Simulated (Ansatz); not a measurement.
# Ta(100) / 3 layers W(100) / Ta(100): resistance against film thickness, part 2 of 3

How does the resistance across the layers grow with the film in Ta(100) / 3 layers W(100) / Ta(100)?

Ansatz 0.2.0; Ansatz plane-wave DFT, PBEsol, PAW files; ballistic transport by layer matching (Landauer), zero bias; PAW set soft_1.

So far. Step 2 (With 3 layers): The lead's potential steps by 6.1 meV from period to period, small in itself. The program estimates the junction's conductance to 3.2 % from the k-mesh, 0.7 % from the leads' distance from neutral and 1.1 % from their steps.

### 3. With 5 layers, k-mesh 11×11×1, film layers 5

The stack now holds 5 film layers; the k-mesh follows the cell, and the energies span -0.27 to 0.27 eV.

System of this step: Ta(100) / 5 layers W(100) / Ta(100). The cell holds 16 atoms: 11 Ta and 5 W. Cell: a = 3.303 Å, b = 3.303 Å, c = 25.430 Å, α = 90.0°, β = 90.0°, γ = 90.0°. It derives from Ta and W. Regions: lead, 11 atoms (11 Ta); films, 5 atoms (5 W). The structure is stacked along c, and the current runs across the ab planes.

Contents of input.yaml:

```yaml
crystal:
  lattice:
    - [3.30256, 0.0, 0.0]
    - [0.0, 3.30256, 0.0]
    - [0.0, 0.0, 25.4297787201]
  atoms:
    - { symbol: Ta, position: [0.0, 0.0, 0.0324674473] }
    - { symbol: Ta, position: [0.5, 0.5, 0.0974023418] }
    - { symbol: Ta, position: [0.0, 0.0, 0.1623372364] }
    - { symbol: Ta, position: [0.5, 0.5, 0.227272131] }
    - { symbol: Ta, position: [0.0, 0.0, 0.2922070255] }
    - { symbol: W, position: [0.5, 0.5, 0.3532460888] }
    - { symbol: W, position: [0.0, 0.0, 0.4103893208] }
    - { symbol: W, position: [0.5, 0.5, 0.4675325527] }
    - { symbol: W, position: [0.0, 0.0, 0.5246757847] }
    - { symbol: W, position: [0.5, 0.5, 0.5818190166] }
    - { symbol: Ta, position: [0.0, 0.0, 0.6428580799] }
    - { symbol: Ta, position: [0.5, 0.5, 0.7077929745] }
    - { symbol: Ta, position: [0.0, 0.0, 0.772727869] }
    - { symbol: Ta, position: [0.5, 0.5, 0.8376627636] }
    - { symbol: Ta, position: [0.0, 0.0, 0.9025976582] }
    - { symbol: Ta, position: [0.5, 0.5, 0.9675325527] }
kpoints:
  mp_grid: { grid: [11, 11, 1] }
hamiltonian:
  xc: pbesol
  pseudopotentials: { kind: paw, azcp: { folder: soft_1 }, xc_functional: pbe }
scf:
  occupations: { method: fermi_dirac, width: 0.1 }
output:
  transmission:
    leads: [[0, 1]]
    kmesh: [22, 22]
    e_range: [-0.27, 0.27]
    de: 0.036
  write_potential: true
  write_density: true
  volumetric_format: npy
```

Launch:

```bash
ansatz run input.yaml --threads 4 --pin off --max-ram 8192MiB --backend cpu --events-out ev --progress --plain --runs-dir out
```

Numbers of over 12 decimals in the logs are rounded to 6 here.

The log of the run:

```text
[...]
Crystal: 16 atoms, lattice volume = 277.360 Å³
Basis set: ecut = 420 eV, 5469 PW (Γ)
Bands: 128, of which v1, the nominal top of the filled ones, is band 107 counted from 1 (106 counted from 0)
Symmetry: 16 space group operations
[...]
k-points: 21 of 121
[...]
--- Transmission ---
  basis      : 97 plane waves across, 42 finite elements along
  points     : 78, standing for a mesh of 22 x 22
[...]
filled         : 14.6 meV over the level at which it is neutral
    channels       : 2.526860e0 a spin
[...]
slowest decay  : 0.0827 /Å at (0.3182, 0.3182)
  junction   : crystal 0 to crystal 0, -0.70 to 23.08 Å
    transmission   : 1.203358e0 a spin
[...]
resistance     : 6.0987e-4 Ω µm² beyond half of each lead's own
[key lines of the parts left out:]
SCF converged after 11 iterations
Free energy (F): -159169.308085 eV
Fermi energy:    19.389297 eV
```

The job ended after 57 s (4 threads of Intel Xeon 6975P-C (Granite Rapids), shared host; peak memory 1.3 GiB; 3.4 min of CPU time).

Numbers from this step:

```
free energy                                                                : -159169.3081 eV
energy at zero smearing                                                    : -159169.0690 eV
Fermi energy                                                               : 19.39 eV
step of the lead's potential                                               : 5.4 meV
estimated errors of the lead's conductance                                 : 0, 3.9, 1.1 % (band edges, k-mesh, distance from neutral)
lead conductance per cell                                                  : 2.549 G₀
conductance of the junction                                                : 8.61e14 S/m²
junction conductance per cell                                              : 1.211 G₀
estimated errors of the junction's conductance                             : 0.1, 0, 4.7, 0.9, 0.6 % (energy step, band edges, k-mesh, leads' steps, distance from neutral)
area resistance that the stack adds (contact term taken off, spin by spin) : 0.6099 fΩ m²
```

Per spin. The transmission, zone mean by energy, zero at the Fermi level:

```
energy (eV)  transmission, zone mean
     -0.270                     1.30
     -0.234                     1.32
     -0.198                     1.32
     -0.162                     1.30
     -0.126                     1.28
     -0.090                     1.25
     -0.054                     1.24
     -0.018                     1.22
      0.018                     1.20
      0.054                     1.18
      0.090                     1.16
      0.126                     1.14
      0.162                     1.12
      0.198                     1.10
      0.234                     1.06
      0.270                     1.03
```

The conductance of the junction is 8.6e14 S/m², 21 % under the 1.1e15 S/m² of the last finished run.

### 4. With 6 layers, k-mesh 11×11×1, film layers 6

The stack now holds 6 film layers; the k-mesh follows the cell, and the energies span -0.27 to 0.27 eV.

System of this step: Ta(100) / 6 layers W(100) / Ta(100). The cell holds 16 atoms: 10 Ta and 6 W. Its edges and angles: a = 3.303 Å, b = 3.303 Å, c = 25.232 Å, α = 90.0°, β = 90.0°, γ = 90.0°. It derives from Ta and W. Regions: lead, 10 atoms (10 Ta); films, 6 atoms (6 W). The structure is stacked along c, and the current runs across the ab planes.

input.yaml, the sections that differ from step 3:

```yaml
crystal:
  lattice:
    - [3.30256, 0.0, 0.0]
    - [0.0, 3.30256, 0.0]
    - [0.0, 0.0, 25.2316384642]
  atoms:
    - { symbol: Ta, position: [0.0, 0.0, 0.0327224093] }
    - { symbol: Ta, position: [0.5, 0.5, 0.0981672278] }
    - { symbol: Ta, position: [0.0, 0.0, 0.1636120463] }
    - { symbol: Ta, position: [0.5, 0.5, 0.2290568648] }
    - { symbol: Ta, position: [0.0, 0.0, 0.2945016833] }
    - { symbol: W, position: [0.5, 0.5, 0.3560200771] }
    - { symbol: W, position: [0.0, 0.0, 0.4136120463] }
    - { symbol: W, position: [0.5, 0.5, 0.4712040154] }
    - { symbol: W, position: [0.0, 0.0, 0.5287959846] }
    - { symbol: W, position: [0.5, 0.5, 0.5863879537] }
    - { symbol: W, position: [0.0, 0.0, 0.6439799229] }
    - { symbol: Ta, position: [0.5, 0.5, 0.7054983167] }
    - { symbol: Ta, position: [0.0, 0.0, 0.7709431352] }
    - { symbol: Ta, position: [0.5, 0.5, 0.8363879537] }
    - { symbol: Ta, position: [0.0, 0.0, 0.9018327722] }
    - { symbol: Ta, position: [0.5, 0.5, 0.9672775907] }
# kpoints, hamiltonian, scf, output: as in step 3
```

The log of the run:

```text
[...]
Crystal: 16 atoms, lattice volume = 275.199 Å³
Basis set: ecut = 420 eV, 5437 PW (Γ)
Bands: 129, of which v1, the nominal top of the filled ones, is band 107 counted from 1 (106 counted from 0)
Symmetry: 16 space group operations
[...]
k-points: 21 of 121
[...]
--- Transmission ---
  basis      : 97 plane waves across, 41 finite elements along
  points     : 78, standing for a mesh of 22 x 22
[...]
filled         : 21.8 meV over the level at which it is neutral
    channels       : 2.526860e0 a spin
[...]
slowest decay  : 0.0845 /Å at (0.3182, 0.3182)
  junction   : crystal 0 to crystal 0, 0.70 to 24.28 Å
    transmission   : 1.097948e0 a spin
[...]
resistance     : 7.2048e-4 Ω µm² beyond half of each lead's own
[key lines of the parts left out:]
SCF converged after 10 iterations
Free energy (F): -159619.298066 eV
Fermi energy:    19.632009 eV
```

Wall time 60 s (4 threads); peak memory 1.3 GiB; 3.6 min of CPU time.

Numbers from this step:

* free energy: -159619.2981 eV
* energy at zero smearing: -159619.0777 eV
* Fermi energy: 19.63 eV
* step of the lead's potential: 1.7 meV
* ballistic conductance of the lead: 1.80e15 S/m²
* estimated errors of the lead's conductance: 0, 3.9, 1.7 % (band edges, k-mesh, distance from neutral)
* lead conductance per cell: 2.535 G₀
* conductance of the junction: 7.84e14 S/m²
* junction conductance per cell: 1.103 G₀
* estimated errors of the junction's conductance: 0.1, 0, 4.8, 0.4, 0.6 % (energy step, band edges, k-mesh, leads' steps, distance from neutral)
* area resistance that the stack adds (contact term taken off, spin by spin): 0.7205 fΩ m²

Per spin. Table of transmission, zone mean by energy, zero at the Fermi level:

```
energy (eV)  transmission, zone mean
     -0.270                     1.16
     -0.234                     1.17
     -0.198                     1.17
     -0.162                     1.16
     -0.126                     1.13
     -0.090                     1.12
     -0.054                     1.12
     -0.018                     1.11
      0.018                     1.10
      0.054                     1.08
      0.090                     1.07
      0.126                     1.06
      0.162                     1.04
      0.198                     1.03
      0.234                    0.999
      0.270                    0.957
```

The conductance of the junction is 7.8e14 S/m², 8.9 % under the 8.6e14 S/m² of the last finished run, no more than the error estimates, leads' steps apart, of 4.7 and 4.8 % together.

### 5. With 8 layers, k-mesh 11×11×1, film layers 8

The stack now holds 8 film layers; the k-mesh follows the cell, and the energies span -0.27 to 0.27 eV.

System of this step: Ta(100) / 8 layers W(100) / Ta(100). The cell holds 18 atoms: 10 Ta and 8 W. Cell: a = 3.303 Å, b = 3.303 Å, c = 28.138 Å, α = 90.0°, β = 90.0°, γ = 90.0°. It derives from Ta and W. Regions: lead, 10 atoms (10 Ta); films, 8 atoms (8 W). The structure is stacked along c, and the current runs across the ab planes.

input.yaml, the sections that differ from step 4:

```yaml
crystal:
  lattice:
    - [3.30256, 0.0, 0.0]
    - [0.0, 3.30256, 0.0]
    - [0.0, 0.0, 28.1379179522]
  atoms:
    - { symbol: Ta, position: [0.0, 0.0, 0.0293426117] }
    - { symbol: Ta, position: [0.5, 0.5, 0.088027835] }
    - { symbol: Ta, position: [0.0, 0.0, 0.1467130584] }
    - { symbol: Ta, position: [0.5, 0.5, 0.2053982818] }
    - { symbol: Ta, position: [0.0, 0.0, 0.2640835051] }
    - { symbol: W, position: [0.5, 0.5, 0.3192478522] }
    - { symbol: W, position: [0.0, 0.0, 0.370891323] }
    - { symbol: W, position: [0.5, 0.5, 0.4225347938] }
    - { symbol: W, position: [0.0, 0.0, 0.4741782646] }
    - { symbol: W, position: [0.5, 0.5, 0.5258217354] }
    - { symbol: W, position: [0.0, 0.0, 0.5774652062] }
    - { symbol: W, position: [0.5, 0.5, 0.629108677] }
    - { symbol: W, position: [0.0, 0.0, 0.6807521478] }
    - { symbol: Ta, position: [0.5, 0.5, 0.7359164949] }
    - { symbol: Ta, position: [0.0, 0.0, 0.7946017182] }
    - { symbol: Ta, position: [0.5, 0.5, 0.8532869416] }
    - { symbol: Ta, position: [0.0, 0.0, 0.911972165] }
    - { symbol: Ta, position: [0.5, 0.5, 0.9706573883] }
# kpoints, hamiltonian, scf, output: as in step 4
```

The log of the run:

```text
[...]
Crystal: 18 atoms, lattice volume = 306.898 Å³
Basis set: ecut = 420 eV, 6047 PW (Γ)
Bands: 146, of which v1, the nominal top of the filled ones, is band 121 counted from 1 (120 counted from 0)
Symmetry: 16 space group operations
[...]
k-points: 21 of 121
[...]
--- Transmission ---
  basis      : 97 plane waves across, 47 finite elements along
  points     : 78, standing for a mesh of 22 x 22
[...]
filled         : 11.0 meV over the level at which it is neutral
    channels       : 2.510331e0 a spin
[...]
slowest decay  : 0.0816 /Å at (0.3182, 0.3182)
  junction   : crystal 0 to crystal 0, 0.70 to 27.18 Å
    transmission   : 9.761976e-1 a spin
[...]
resistance     : 8.7832e-4 Ω µm² beyond half of each lead's own
[key lines of the parts left out:]
SCF converged after 10 iterations
Free energy (F): -180134.125379 eV
Fermi energy:    19.888123 eV
```

It took 67 s on 4 threads; peak memory 1.5 GiB.

Numbers from this step:

| Property | Result |
| --- | --- |
| free energy | -180134.1254 eV |
| energy at zero smearing | -180133.8795 eV |
| Fermi energy | 19.89 eV |
| step of the lead's potential | 2.4 meV |
| ballistic conductance of the lead | 1.82e15 S/m² |
| estimated errors of the lead's conductance | 0, 3.9, 0.8 % (band edges, k-mesh, distance from neutral) |
| lead conductance per cell | 2.557 G₀ |
| conductance of the junction | 7.00e14 S/m² |
| junction conductance per cell | 0.9851 G₀ |
| estimated errors of the junction's conductance | 0.2, 0, 5.8, 0.5, 0.5 % (energy step, band edges, k-mesh, leads' steps, distance from neutral) |
| area resistance that the stack adds (contact term taken off, spin by spin) | 0.8783 fΩ m² |

Per spin. Table of transmission, zone mean by energy, zero at the Fermi level:

```
energy (eV)  transmission, zone mean
     -0.270                    0.989
     -0.234                     1.02
     -0.198                     1.03
     -0.162                     1.03
     -0.126                     1.02
     -0.090                     1.01
     -0.054                     1.01
     -0.018                    0.998
      0.018                    0.976
      0.054                    0.956
      0.090                    0.940
      0.126                    0.920
      0.162                    0.893
      0.198                    0.889
      0.234                    0.889
      0.270                    0.871
```

The conductance of the junction is 7.0e14 S/m², 11 % under the 7.8e14 S/m² of the last finished run.

### 6. With 10 layers, k-mesh 11×11×1, film layers 10

The stack now holds 10 film layers; the k-mesh follows the cell, and the energies span -0.27 to 0.27 eV.

System of this step: Ta(100) / 10 layers W(100) / Ta(100). The cell holds 20 atoms: 10 Ta and 10 W. Cell: a = 3.303 Å, b = 3.303 Å, c = 31.044 Å, α = 90.0°, β = 90.0°, γ = 90.0°. It derives from Ta and W. Regions: lead, 10 atoms (10 Ta); films, 10 atoms (10 W). The structure is stacked along c, and the current runs across the ab planes.

input.yaml, the sections that differ from step 5:

```yaml
crystal:
  lattice:
    - [3.30256, 0.0, 0.0]
    - [0.0, 3.30256, 0.0]
    - [0.0, 0.0, 31.0441974403]
  atoms:
    - { symbol: Ta, position: [0.0, 0.0, 0.0265956304] }
    - { symbol: Ta, position: [0.5, 0.5, 0.0797868911] }
    - { symbol: Ta, position: [0.0, 0.0, 0.1329781518] }
    - { symbol: Ta, position: [0.5, 0.5, 0.1861694125] }
    - { symbol: Ta, position: [0.0, 0.0, 0.2393606733] }
    - { symbol: W, position: [0.5, 0.5, 0.2893606733] }
    - { symbol: W, position: [0.0, 0.0, 0.3361694125] }
    - { symbol: W, position: [0.5, 0.5, 0.3829781518] }
    - { symbol: W, position: [0.0, 0.0, 0.4297868911] }
    - { symbol: W, position: [0.5, 0.5, 0.4765956304] }
    - { symbol: W, position: [0.0, 0.0, 0.5234043696] }
    - { symbol: W, position: [0.5, 0.5, 0.5702131089] }
    - { symbol: W, position: [0.0, 0.0, 0.6170218482] }
    - { symbol: W, position: [0.5, 0.5, 0.6638305875] }
    - { symbol: W, position: [0.0, 0.0, 0.7106393267] }
    - { symbol: Ta, position: [0.5, 0.5, 0.7606393267] }
    - { symbol: Ta, position: [0.0, 0.0, 0.8138305875] }
    - { symbol: Ta, position: [0.5, 0.5, 0.8670218482] }
    - { symbol: Ta, position: [0.0, 0.0, 0.9202131089] }
    - { symbol: Ta, position: [0.5, 0.5, 0.9734043696] }
# kpoints, hamiltonian, scf, output: as in step 5
```

The log of the run:

```text
[...]
Crystal: 20 atoms, lattice volume = 338.596 Å³
Basis set: ecut = 420 eV, 6687 PW (Γ)
Bands: 162, of which v1, the nominal top of the filled ones, is band 135 counted from 1 (134 counted from 0)
Symmetry: 16 space group operations
[...]
k-points: 21 of 121
[...]
--- Transmission ---
  basis      : 97 plane waves across, 48 finite elements along
  points     : 78, standing for a mesh of 22 x 22
[...]
filled         : 11.2 meV over the level at which it is neutral
    channels       : 2.510331e0 a spin
[...]
slowest decay  : 0.0816 /Å at (0.3182, 0.3182)
  junction   : crystal 0 to crystal 0, 0.70 to 30.09 Å
    transmission   : 9.022134e-1 a spin
[...]
resistance     : 9.9752e-4 Ω µm² beyond half of each lead's own
[key lines of the parts left out:]
SCF converged after 10 iterations
Free energy (F): -200648.972751 eV
Fermi energy:    20.111608 eV
```

It took 77 s on 4 threads; peak memory 1.8 GiB.

Numbers from this step:

```yaml
free_energy: -200648.9728 eV
energy_at_zero_smearing: -200648.7171 eV
fermi_energy: 20.11 eV
step_of_the_lead_s_potential: 3 meV
estimated_errors_of_the_lead_s_conductance: 0, 3.9, 0.9 % (band edges, k-mesh, distance from neutral)
lead_conductance_per_cell: 2.556 G₀
conductance_of_the_junction: 6.46e14 S/m²
junction_conductance_per_cell: 0.9093 G₀
estimated_errors_of_the_junction_s_conductance: 0, 0, 6.4, 4.6, 0.4 % (energy step, band edges, k-mesh, leads' steps, distance from neutral)
area_resistance_that_the_stack_adds_contact_term_taken_off_spin_by_spin: 0.9975 fΩ m²
```

Per spin. Table of transmission, zone mean by energy, zero at the Fermi level:

```
energy (eV)  transmission, zone mean
     -0.270                    0.996
     -0.234                     1.01
     -0.198                     1.01
     -0.162                    0.980
     -0.126                    0.958
     -0.090                    0.938
     -0.054                    0.923
     -0.018                    0.914
      0.018                    0.902
      0.054                    0.893
      0.090                    0.911
      0.126                    0.884
      0.162                    0.884
      0.198                    0.886
      0.234                    0.855
      0.270                    0.838
```

The conductance of the junction is 6.5e14 S/m², 7.7 % under the 7.0e14 S/m² of the last finished run, no more than the error estimates, leads' steps apart, of 5.8 and 6.4 % together.

[end of part 2 of 3]

[Logs are printed without paths, hosts, clocks, repeated set-up lines and the standing remarks that a program may print on its own settings, such as how far it seeks lower states.]

[Hosts, paths, dates, database ids (printed as entryN), source tags and the programs' standing remarks are cut or masked in the printed files.]
